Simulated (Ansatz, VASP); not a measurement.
KI2: VASP beside Ansatz

```xyz
3
Lattice="0.0000 4.2456 4.2456 4.2456 0.0000 4.2456 4.2456 4.2456 0.0000" Properties=species:S:1:pos:R:3 pbc="T T T"
K     6.3684    6.3684    6.3684
I     2.1228    2.1228    2.1228
I     4.2456    4.2456    4.2456
```

Alike in both runs: functional PBE; k mesh 4 × 4 × 4; occupations gaussian, width 0.1 eV; no spin polarisation.

Ansatz relaxed the structure, and its values are those at the end. VASP's run is a single point on that final structure, the one shown.

|  | VASP | Ansatz |
| --- | --- | --- |
| version | VASP 6.6.1 | Ansatz 0.2.0 |
| potentials or method | VASP PAW PBE potentials, release 64 (K_sv, I) | scalar-relativistic, plane waves, PAW |
| plane-wave cutoff (eV) | 520 | 420 |
| valence electrons in the cell | 23 | 43 |

|  | VASP | Ansatz | Ansatz less VASP |
| --- | --- | --- | --- |
| gap on the k mesh at the Fermi level (eV) | none | none | - |
| pressure (GPa) | 0.2 | 0.2 | 0.00 |

A gap of «none» marks a metal or a gap that the smearing closes. The functional is the same, so the differences come from potentials, cutoffs and numerics. The two sets of potentials don't hold the same shells in valence.

Caveats: an odd number of electrons without spin polarisation forces a metal; a magnetic or distorted state may lie lower. Spin-orbit coupling is left out, which matters for the levels of I.
